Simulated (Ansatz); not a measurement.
**N: LAPW beside PAW**

Does the method matter for N? The same cell, functional and mesh are run with LAPW, all electrons, PAW with frozen cores and all-electron PAW on datasets made for the crystal.

Method: DFT PBE, scalar-relativistic, in Ansatz 0.2.0.

### Step 1. The system as given

It takes space group Pnma (No. 62, orthorhombic). The conventional cell has a = 4.749 Å, b = 7.873 Å, c = 3.541 Å, α = 90.00°, β = 90.00°, γ = 90.00°. Around N (site symmetry m) lie 2 N at 2.51 Å.

Coordinates:

```cif
data_structure
_symmetry_space_group_name_H-M 'P 1'
_symmetry_Int_Tables_number 1
_cell_length_a 4.7490
_cell_length_b 7.8730
_cell_length_c 3.5410
_cell_angle_alpha 90.000
_cell_angle_beta 90.000
_cell_angle_gamma 90.000
_cell_volume 132.39
loop_
_atom_site_label
_atom_site_type_symbol
_atom_site_fract_x
_atom_site_fract_y
_atom_site_fract_z
_atom_site_occupancy
N1 N 0.02050 0.25000 0.63480 1
N2 N 0.97950 0.75000 0.36520 1
N3 N 0.47950 0.75000 0.13480 1
N4 N 0.52050 0.25000 0.86520 1
```

The geometry is a database entry used as it stands. It may stem from high pressure or temperature, or be incomplete, so it serves as a test cell.

Atoms are numbered in the order of the input: N1, N2, N3, N4.

### Step 2. LAPW, all electrons

File input.yaml:

```yaml
crystal:
  lattice:
    - [4.749, 0.0, 0.0]
    - [0.0, 7.873, 0.0]
    - [0.0, 0.0, 3.541]
  atoms:
    - { symbol: "N", position: [0.0205, 0.25, 0.6348] }
    - { symbol: "N", position: [0.9795, 0.75, 0.3652] }
    - { symbol: "N", position: [0.4795, 0.75, 0.1348] }
    - { symbol: "N", position: [0.5205, 0.25, 0.8652] }
kpoints:
  mp_grid: { grid: [6, 4, 8] }
  band_path:
    path:
      - [0.0, 0.0, 0.0]
      - [0.5, 0.0, 0.0]
      - [0.5, 0.5, 0.0]
      - [0.0, 0.5, 0.0]
      - [0.0, 0.0, 0.0]
      - [0.0, 0.0, 0.5]
      - [0.5, 0.0, 0.5]
      - [0.5, 0.5, 0.5]
      - [0.0, 0.5, 0.5]
    npoints: 14
scf:
  occupations: { method: fermi_dirac, width: 0.03 }
hamiltonian:
  xc: pbe
  pseudopotentials: { kind: all_electron, lapw: { basis_error: 0.0005 } }
output:
  forces: true
  stress: true
  eigenvalues: true
  populations: true
  dos: { projected: true, de: 0.2, e_range: [-14, 8] }
```

Command:

```console
$ ansatz run input.yaml --threads 1 --pin off --max-ram 3072MiB --backend cpu --events-out ev --progress --plain --runs-dir out
```

### Step 3. PAW with frozen cores

Edit input.yaml of step 2 so:

```diff
@@ -28,3 +28,3 @@
   xc: pbe
-  pseudopotentials: { kind: all_electron, lapw: { basis_error: 0.0005 } }
+  pseudopotentials: { kind: paw }
 output:
@@ -33,3 +33,9 @@
   eigenvalues: true
+  efg: { contact_densities: true }
   populations: true
+  bader: true
   dos: { projected: true, de: 0.2, e_range: [-14, 8] }
+  write_density: true
+  write_potential: true
+  elf: true
+  volumetric_format: npy
```

### Step 4. All-electron PAW on datasets made for the crystal

Edit input.yaml of step 3 so:

```diff
@@ -23,3 +23,3 @@
       - [0.0, 0.5, 0.5]
-    npoints: 14
+    npoints: 8
 scf:
@@ -28,3 +28,3 @@
   xc: pbe
-  pseudopotentials: { kind: paw }
+  pseudopotentials: { kind: all_electron, datasets: crystal }
 output:
@@ -34,8 +34 @@
   efg: { contact_densities: true }
-  populations: true
-  bader: true
-  dos: { projected: true, de: 0.2, e_range: [-14, 8] }
-  write_density: true
-  write_potential: true
-  elf: true
-  volumetric_format: npy
```

(Steps that only read results are left out.)

**Question.** What will these runs give? Wanted: pressure; gap; largest force; Bader charges; highest ELF.

The runs gave:

```
           quantity                                                 value
           pressure  LAPW -10.64, PAW -10.64, crystal datasets -10.64 GPa
         gap (LAPW)                                                  none
      largest force    LAPW 0.841, PAW 0.841, crystal datasets 0.841 eV/Å
Bader charges (PAW)                                            N1 +0.00 e
  highest ELF (PAW)                                   0.87, 0.66 Å from N
```

In words: The pressure of -10.6 GPa pushes the cell to shrink, with the atoms held in place. Bands reach the Fermi level, so no gap opens at this level of theory, which can close a small real gap. Within 0.3 eV of the Fermi level the largest projected share is N 2p (100 %). The projection holds only the free atom's occupied shells (N 2p in this range). The field gradient at N1, the largest by crystal datasets, is -2.53 by PAW and -2.52 by crystal datasets (10²¹ V/m²), within 5 %. In pressure, PAW differs from LAPW by less than 0.01 GPa. The forces differ by at most 1 meV/Å in a component, on a largest force of 0.841 eV/Å. The price, with the outputs that each input asks for: 47 s for LAPW against 31 s for PAW, about 1.5 to one.
